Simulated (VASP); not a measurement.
# Si3H2C2 in VASP: single point with LDA

Aim: the single point of Si3H2C2 with LDA.

Everything below comes from runs of VASP 6.6.1. Logs are shortened: lines on timing, memory, paths and dates and some standing lists are left out, and cuts for length are marked.

## Step 1: The slab as given

The cell holds a slab with vacuum, 28 atoms: a = 6.122 Å, b = 6.122 Å, c = 18.034 Å, α = 90.00°, β = 90.00°, γ = 90.00°.

## Step 2: Single point, LDA

INCAR reads:

```
  ALGO = Fast
  DIPOL = 0.5 0.5 0.337
  EDIFF = 1E-6
  ENCUT = 520
  IDIPOL = 3
  ISIF = 2
  ISMEAR = 0
  LASPH = T
  LCHARG = F
  LDIPOL = T
  LREAL = Auto
  LWAVE = F
  NBANDS = 64
  NELM = 100
  PREC = Accurate
  SIGMA = 0.05
```

KPOINTS reads:

```
k-points
0
Gamma
  4 4 1
```

POSCAR reads:

```
Si3H2C2
1.0
    6.1223116280      0.0000000000      0.0000000000
    0.0000000000      6.1223116280      0.0000000000
    0.0000000000      0.0000000000     18.0336064671
Si C H
12 8 8
Direct
    0.2500000000      0.2500000000      0.2691906584
    0.2500000000      0.7500000000      0.2691906584
    0.7500000000      0.2500000000      0.2691906584
    0.7500000000      0.7500000000      0.2691906584
    0.5000000000      0.5000000000      0.3907441434
    0.5000000000      0.0000000000      0.3907441434
    0.0000000000      0.5000000000      0.3907411325
    0.0000000000      0.0000000000      0.3907411325
    0.7500032500      0.7500000000      0.5120561097
    0.7500032500      0.2500000000      0.5120561097
    0.2499967500      0.7500000000      0.5120561097
    0.2499967500      0.2500000000      0.5120561097
    0.7500000000      0.5000000000      0.3292053881
    0.7500000000      0.0000000000      0.3292053881
    0.2500000000      0.5000000000      0.3292053881
    0.2500000000      0.0000000000      0.3292053881
    0.0000000000      0.7500000000      0.4479033635
    0.0000000000      0.2500000000      0.4479033635
    0.5000000000      0.7500000000      0.4479052921
    0.5000000000      0.2500000000      0.4479052921
    0.1018236707      0.2500000000      0.2043633518
    0.3981348503      0.2500000000      0.2043580857
    0.3981348503      0.7500000000      0.2043580857
    0.1018236707      0.7500000000      0.2043633518
    0.6018651497      0.2500000000      0.2043580857
    0.8981763293      0.2500000000      0.2043633518
    0.8981763293      0.7500000000      0.2043633518
    0.6018651497      0.7500000000      0.2043580857
```

Potentials or basis: VASP PAW LDA potentials, release 64 (Si, C, H).

Launch:

```
$ cat potpaw_LDA.64/Si/POTCAR potpaw_LDA.64/C/POTCAR potpaw_LDA.64/H/POTCAR > POTCAR
$ mpirun -np 1 vasp_std > vasp.out
```

OUTCAR:

```text
EDIFF = 1E-6
   ENCUT = 520
   ISIF = 2
   ISMEAR = 0
   LASPH = T
   LREAL = Auto
   NELM = 100
   PREC = Accurate

 ion  position               nearest neighbor table
   1  0.250  0.250  0.269-  22 1.48  21 1.48  15 1.87  16 1.87   2 3.06   3 3.06   2 3.06   3 3.06
                             7 3.08   8 3.08   5 3.08   6 3.08
   2  0.250  0.750  0.269-  23 1.48  24 1.48  15 1.87  16 1.87   1 3.06   4 3.06   1 3.06   4 3.06
                             7 3.08   8 3.08   5 3.08   6 3.08
   3  0.750  0.250  0.269-  25 1.48  26 1.48  13 1.87  14 1.87   1 3.06   4 3.06   4 3.06   1 3.06
                             7 3.08   8 3.08   5 3.08   6 3.08
   4  0.750  0.750  0.269-  28 1.48  27 1.48  13 1.87  14 1.87   2 3.06   3 3.06   3 3.06   2 3.06
                             7 3.08   8 3.08   5 3.08   6 3.08
   5  0.500  0.500  0.391-  19 1.85  20 1.85  13 1.89  15 1.89   6 3.06   6 3.06   7 3.06   7 3.06
                            11 3.08  12 3.08   9 3.08  10 3.08   1 3.08   2 3.08   3 3.08   4 3.08
   6  0.500  0.000  0.391-  19 1.85  20 1.85  14 1.89  16 1.89   5 3.06   5 3.06   8 3.06   8 3.06
                            11 3.08  12 3.08   9 3.08  10 3.08   1 3.08   2 3.08   3 3.08   4 3.08
   7  0.000  0.500  0.391-  17 1.85  18 1.85  13 1.89  15 1.89   8 3.06   8 3.06   5 3.06   5 3.06
                            11 3.08  12 3.08   9 3.08  10 3.08   1 3.08   2 3.08   3 3.08   4 3.08
   8  0.000  0.000  0.391-  17 1.85  18 1.85  14 1.89  16 1.89   7 3.06   7 3.06   6 3.06   6 3.06
                            11 3.08  12 3.08   9 3.08  10 3.08   1 3.08   2 3.08   3 3.08   4 3.08
   9  0.750  0.750  0.512-  17 1.92  19 1.92  11 3.06  10 3.06  10 3.06  11 3.06   5 3.08   6 3.08
[... 9 lines left out ...]
  15  0.250  0.500  0.329-   1 1.87   2 1.87   7 1.89   5 1.89
  16  0.250  0.000  0.329-   1 1.87   2 1.87   8 1.89   6 1.89
  17  0.000  0.750  0.448-   7 1.85   8 1.85   9 1.92  11 1.92
  18  0.000  0.250  0.448-   7 1.85   8 1.85  10 1.92  12 1.92
  19  0.500  0.750  0.448-   5 1.85   6 1.85   9 1.92  11 1.92
  20  0.500  0.250  0.448-   5 1.85   6 1.85  10 1.92  12 1.92
  21  0.102  0.250  0.204-   1 1.48
  22  0.398  0.250  0.204-   1 1.48
  23  0.398  0.750  0.204-   2 1.48
  24  0.102  0.750  0.204-   2 1.48
  25  0.602  0.250  0.204-   3 1.48
  26  0.898  0.250  0.204-   3 1.48
  27  0.898  0.750  0.204-   4 1.48
  28  0.602  0.750  0.204-   4 1.48

  LATTYP: Found a simple tetragonal cell.
 ALAT       =     6.1223116280
 C/A-ratio  =     2.9455551372

  Lattice vectors:

 A1 = (   6.1223116280,   0.0000000000,   0.0000000000)
 A2 = (   0.0000000000,   6.1223116280,   0.0000000000)
 A3 = (   0.0000000000,   0.0000000000,  18.0336064671)

Analysis of symmetry for initial positions (statically):
=====================================================================
 Subroutine PRICEL returns following result:

  LATTYP: Found a simple orthorhombic cell.
 ALAT       =     3.0611558140
 B/A-ratio  =     2.0000000000
 C/A-ratio  =     5.8911102743

  Lattice vectors:

 A1 = (   0.0000000000,  -3.0611558140,   0.0000000000)
 A2 = (   6.1223116280,   0.0000000000,   0.0000000000)
 A3 = (   0.0000000000,   0.0000000000,  18.0336064671)
[... 169 lines left out ...]
   GGA     = CA    functional components
   LHFCALC =     F    Hartree Fock is set to
   AEXX    =    0.0000 exact exchange contribution
   IVDW    =     0    specifies the selected vdW correction
   LEPSILON=     F    determine dielectric tensor
   LRPA    =     F    only Hartree local field effects (RPA)
 non-spin polarized calculation
 RMM-DIIS sequential band-by-band and
 Gauss-broadening in eV      SIGMA  =   0.05
  energy-cutoff  :      520.00
  volume of cell :      675.95
 maximum number of plane-waves:     18238
 NGX is ok and might be reduce to    48
   NGX = 23   NGY = 23   NGZ = 67

 dipolmoment           0.000000      0.000000     -0.000670 electrons x Angstroem

 number of electron      88.0000002 magnetization

 dipolmoment           0.000000      0.000000      0.500864 electrons x Angstroem

 Free energy of the ion-electron system (eV)
  ---------------------------------------------------
  ext. energy  EPLUGINS =         0.00000000
  ---------------------------------------------------
  free energy    TOTEN  =      -169.95757268 eV

  energy without entropy =     -169.94918285  energy(sigma->0) =     -169.95337776

 E-fermi :   0.5570     XC(G=0):  -5.2002

 val. band max:        0.4932507371   @ k =   0.5000   0.0000   0.0000
 cond. band min:       0.5824808565   @ k =   0.0000   0.2500   0.0000
 fundamental gap:      0.0892301195
 Fermi energy:         0.5569707230

 k-point     1 :       0.0000    0.0000    0.0000
  band No.  band energies     occupation
      1     -15.6510      2.00000
      2     -13.5133      2.00000
      3     -13.1691      2.00000
      4     -13.1241      2.00000
      5     -12.6785      2.00000
      6     -12.4212      2.00000
[... 520 lines left out ...]
     55       3.6970      0.00000
     56       3.6970      0.00000
 [bands above 56 left out]

------------------------ aborting loop because EDIFF is reached ----------------------------------------

 vacuum level on the upper side and lower side of the slab       (xc-potential included)         0.948        -1.347

  FORCE on cell =-STRESS in cart. coord.  units (eV):
  Direction    XX          YY          ZZ          XY          YZ          ZX
  --------------------------------------------------------------------------------------
  -------------------------------------------------------------------------------------
  Total       34.8354714    -16.5859543     -5.0297417      0.0000000      0.0000000      0.0000000
  in kB       82.5693418    -39.3131275    -11.9218270      0.0000000      0.0000000      0.0000000
  external PRESSURE =      10.4447958 kB  Pullay stress =       0.0000000 kB

 VOLUME and BASIS-vectors are now :
 -----------------------------------------------------------------------------
  energy-cutoff  :      520.00
  volume of cell :      675.95
      direct lattice vectors                 reciprocal lattice vectors
     6.122311628  0.000000000  0.000000000     0.163336998  0.000000000  0.000000000
     0.000000000  6.122311628  0.000000000     0.000000000  0.163336998  0.000000000
     0.000000000  0.000000000 18.033606467     0.000000000  0.000000000  0.055452025

 POSITION                                       TOTAL-FORCE (eV/Angst)
 -----------------------------------------------------------------------------------
      1.53058      1.53058      4.85448         0.001001      0.000000      1.222938
      1.53058      4.59173      4.85448         0.001001      0.000000      1.222938
      4.59173      1.53058      4.85448        -0.001001      0.000000      1.222938
      4.59173      4.59173      4.85448        -0.001001      0.000000      1.222938
      3.06116      3.06116      7.04653         0.000000      0.000000      0.000131
      3.06116      0.00000      7.04653         0.000000      0.000000      0.000131
[... 20 lines left out ...]
      5.49892      4.59173      3.68541        -0.009242     -0.000000     -0.000254
      3.68481      4.59173      3.68531         0.007680      0.000000     -0.000847
 -----------------------------------------------------------------------------------
    total drift:                               -0.000000     -0.000000     -0.125043

  FREE ENERGIE OF THE ION-ELECTRON SYSTEM (eV)
  ---------------------------------------------------
  free  energy   TOTEN  =      -169.9575726760 eV

  energy  without entropy=     -169.9491828474  energy(sigma->0) =     -169.95337776

 vacuum level on the upper side and lower side of the slab         6.024         3.643
```

OSZICAR:

```text
N       E                     dE             d eps       ncg     rms          rms(c)
DAV:   1     0.495701803149E+03    0.49570E+03   -0.33236E+04  1152   0.108E+03
DAV:   2    -0.107056010097E+03   -0.60276E+03   -0.57353E+03  1560   0.225E+02
DAV:   3    -0.185906209489E+03   -0.78850E+02   -0.77474E+02  1448   0.794E+01
[... 15 lines left out ...]
RMM:  19    -0.169957398974E+03   -0.21304E-03   -0.52715E-05  1484   0.174E-02    0.790E-03
RMM:  20    -0.169957487624E+03   -0.88650E-04   -0.25578E-05  1458   0.120E-02    0.382E-03
RMM:  21    -0.169957541379E+03   -0.53755E-04   -0.86731E-06  1263   0.692E-03    0.222E-03
RMM:  22    -0.169957557654E+03   -0.16275E-04   -0.33589E-06  1151   0.383E-03    0.184E-03
RMM:  23    -0.169957572466E+03   -0.14812E-04   -0.38251E-06  1158   0.379E-03    0.117E-03
RMM:  24    -0.169957572676E+03   -0.20958E-06   -0.32109E-07   987   0.163E-03
   1 F= -.16995757E+03 E0= -.16995338E+03  d E =-.838983E-02
```

It took 10 min on 1 thread of Intel Xeon Platinum 8559C (Emerald Rapids), shared host; peak memory 0.62 GiB.

Results:

| Item | Value |
| --- | --- |
| Free energy | -169.9576 eV |
| Largest force | 1.248 eV/Å |
| Band gap on the k mesh | none (metal or under the smearing width) |

Forces in eV/Å, atoms in the order of the input:
```
Si   0.001  0.000  1.223
Si   0.001  0.000  1.223
Si  -0.001  0.000  1.223
Si  -0.001  0.000  1.223
Si   0.000  0.000  0.000
Si   0.000  0.000  0.000
Si   0.000  0.000  0.001
Si   0.000  0.000  0.001
Si   0.000  0.000  0.022
Si   0.000  0.000  0.022
Si   0.000  0.000  0.022
Si   0.000  0.000  0.022
C    0.000  0.000 -1.248
C    0.000  0.000 -1.248
C    0.000  0.000 -1.248
C    0.000  0.000 -1.248
C    0.000  0.000  0.003
C    0.000  0.000  0.003
C    0.000  0.000  0.003
C    0.000  0.000  0.003
H    0.009  0.000  0.000
H   -0.008  0.000 -0.001
H   -0.008  0.000 -0.001
H    0.009  0.000  0.000
H    0.008  0.000 -0.001
H   -0.009  0.000  0.000
H   -0.009  0.000  0.000
H    0.008  0.000 -0.001
```

Levels at points of the mesh, in eV from the Fermi level:
```csv
k point,band 40,band 41,band 42,band 43,band 44,band 45,band 46,band 47,band 48,band 49
"(0.00, 0.00, 0.00)",-1.57,-1.41,-0.85,-0.13,-0.10,-0.07,0.87,1.02,1.07,1.35
"(0.50, 0.00, 0.00)",-2.45,-1.22,-1.22,-0.99,-0.99,-0.06,-0.06,1.48,1.48,1.76
"(0.00, 0.50, 0.00)",-1.39,-1.21,-1.21,0.86,0.86,0.97,0.97,1.26,1.26,1.42
"(0.50, 0.50, 0.00)",-2.34,-1.15,-1.15,-1.15,-1.15,1.63,1.63,1.63,1.63,2.16
```
